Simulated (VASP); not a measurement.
Set up this calculation in VASP 6.6.1, as the native input.

| Item | Value |
| --- | --- |
| Task | band structure |
| Functional | PBE |
| Potentials or basis | VASP PAW PBE potentials, release 64 (Si_GW, C_GW) |
| Cutoff | 600 eV |
| k mesh | 10 × 10 × 3 |
| Occupations | fermi-dirac, width 0.05 eV |
| Spin | no spin polarisation |
| Further INCAR settings | ALGO = Fast; EDIFF = 1e-06 |

The system is SiC.

```xyz
8
Lattice="3.0757 0.0000 0.0000 -1.5378 2.6636 0.0000 0.0000 0.0000 10.0706" Properties=species:S:1:pos:R:3 pbc="T T T"
Si    0.0000    0.0000    1.8922
Si    0.0000    0.0000    6.9275
Si    0.0000    1.7758    4.4094
Si    1.5378    0.8879    9.4447
C     0.0000    0.0000    0.0046
C     0.0000    0.0000    5.0400
C     0.0000    1.7758    2.5157
C     1.5378    0.8879    7.5510
```

The cell is a database's computed one.

These files were run (other wordings do the same):

POSCAR

```
SiC
1.0
    3.0756941497      0.0000000000      0.0000000000
   -1.5378470748      2.6636292679      0.0000000000
    0.0000000000      0.0000000000     10.0706464800
Si C
4 4
Direct
    0.0000000000      0.0000000000      0.1878943800
    0.0000000000      0.0000000000      0.6878943800
    0.3333333333      0.6666666667      0.4378419800
    0.6666666667      0.3333333333      0.9378419800
    0.0000000000      0.0000000000      0.0004600500
    0.0000000000      0.0000000000      0.5004600500
    0.3333333333      0.6666666667      0.2498025900
    0.6666666667      0.3333333333      0.7498025900
```

INCAR.step1

```
PREC = Accurate ; ENCUT = 600
EDIFF = 1E-6 ; ISMEAR = -1
SIGMA = 0.05 ; LREAL = False
LASPH = True ; NELM = 60
ALGO = Fast ; ISIF = 2
LWAVE = False ; LCHARG = True
GGA = PE
```

KPOINTS.step1

```
regular mesh
0
Gamma
  10 10 3
```

INCAR.step2

```
PREC = Accurate ; ENCUT = 600
EDIFF = 1E-6 ; ISMEAR = 0
SIGMA = 0.05 ; LREAL = False
LASPH = True ; NELM = 60
ALGO = Fast ; ISIF = 2
LWAVE = False ; LCHARG = False
GGA = PE ; ICHARG = 11
```

KPOINTS.step2

```
path GMKGALHA,LM,KH
15
line-mode
reciprocal
 0.0000000000  0.0000000000  0.0000000000  G
 0.5000000000  0.0000000000  0.0000000000  M

 0.5000000000  0.0000000000  0.0000000000  M
 0.3333333333  0.3333333333  0.0000000000  K

 0.3333333333  0.3333333333  0.0000000000  K
 0.0000000000  0.0000000000  0.0000000000  G

 0.0000000000  0.0000000000  0.0000000000  G
 0.0000000000  0.0000000000  0.5000000000  A

 0.0000000000  0.0000000000  0.5000000000  A
 0.5000000000  0.0000000000  0.5000000000  L

 0.5000000000  0.0000000000  0.5000000000  L
 0.3333333333  0.3333333333  0.5000000000  H

 0.3333333333  0.3333333333  0.5000000000  H
 0.0000000000  0.0000000000  0.5000000000  A

 0.5000000000  0.0000000000  0.5000000000  L
 0.5000000000  0.0000000000  0.0000000000  M

 0.3333333333  0.3333333333  0.0000000000  K
 0.3333333333  0.3333333333  0.5000000000  H
```

Potentials or basis: VASP PAW PBE potentials, release 64 (Si_GW, C_GW).

Run with:

```console
$ cat potpaw_PBE.64/Si_GW/POTCAR potpaw_PBE.64/C_GW/POTCAR > POTCAR
$ cp INCAR.step1 INCAR
$ cp KPOINTS.step1 KPOINTS
$ mpirun -np 1 vasp_std > vasp.out
$ cp INCAR.step2 INCAR
$ cp KPOINTS.step2 KPOINTS
$ mpirun -np 1 vasp_std > vasp.out
```

It gave:

```
Band gap on the k mesh  : 2.23 eV, indirect (least direct gap 3.35 eV)
Band gap along the path : 2.23 eV, indirect (least direct gap 3.35 eV)
```

Caveat: the log is that of the step along the path at fixed density, whose energy, stress, charges and moments have no meaning.

Run time: 2.9 min on 1 thread of Intel(R) Xeon(R) 6975P-C (Granite Rapids), on a shared host, peak memory 0.4 GiB.
